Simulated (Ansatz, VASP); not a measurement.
## Sr, level by level in two programs

```
Sr
1.0
     0.00000    3.02193    3.02193
     3.02193    0.00000    3.02193
     3.02193    3.02193    0.00000
Sr
1
Direct
  0.00000 0.00000 0.00000
```

Change from the starting cell: volume scaled by 0.98.

Single points on this cell with VASP 6.6.1 and Ansatz 0.2.0. Each row is one pair of runs. Alike in all rows: spin: off; k mesh: 8 × 8 × 8; smearing: fermi-dirac, width 0.05 eV; VASP's potentials, cutoff: VASP PAW PBE potentials, release 64 (Sr_sv), 520 eV.

| level | Ansatz's potentials, cutoff | gap on the k mesh at the Fermi level (eV), VASP | gap on the k mesh at the Fermi level (eV), Ansatz | pressure (GPa), VASP | pressure (GPa), Ansatz |
| --- | --- | --- | --- | --- | --- |
| PBE | Ansatz PAW, 420 eV | none | none | -0.1 | -0.1 |
| PBE | Ansatz PAW earlier set, 400 eV | none | none | -0.1 | -0.1 |
| PBE | JTH PAW, 690 eV | none | none | -0.1 | -0.1 |
| PBE | SPMS NC, 354 eV | none | none | -0.1 | -0.1 |
| PBE | PseudoDojo standard (PBE files), 925 eV | none | none | -0.1 | -0.1 |
| PBE | PseudoDojo stringent (PBE files), 871 eV | none | none | -0.1 | -0.1 |
| PBEsol | Ansatz PAW, 420 eV | none | none | -0.7 | -0.7 |

Pressure (GPa): the two programs differ by at most 0.03.

A gap of «none» marks a metal or a gap that the smearing closes.

Caveats: the PAW data sets were made with another functional, which shifts forces and pressure a little (VASP); the PAW data sets come from PBE, with cores solved anew for the run's functional, which leaves a small shift of forces and pressure (Ansatz).
